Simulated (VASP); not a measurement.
Here is the system:

```yaml
crystal:
  lattice:
    - [4.23956, 0.00000, 0.00000]
    - [-2.11978, 3.67157, 0.00000]
    - [0.00000, 0.00000, 23.20909]
  atoms:
    - { symbol: Sb, position: [0.33333, 0.66667, 0.41500] }
    - { symbol: Sb, position: [0.00000, 0.00000, 0.58500] }
    - { symbol: Te, position: [0.00000, 0.00000, 0.34175] }
    - { symbol: Te, position: [0.66667, 0.33333, 0.50000] }
    - { symbol: Te, position: [0.33333, 0.66667, 0.65825] }
```

Calculation: PBEsol GGA, VASP's PBE PAW potentials (set 64) (plane waves; VASP). Run with PREC = Normal, 400 eV cut-off, 12×12×1 Γ-centred mesh, Gaussian smearing of 0.050 eV, potentials Sb Te.

### Question
Predict the energy per atom (σ→0).

### Answer

```json
{
 "energy per atom (σ→0)": "-4.025 eV/atom"
}
```

Only differences to runs with the same potentials and settings are physical.

The cell is a sheet with vacuum, built from Sb2Te3 (tetradymite).
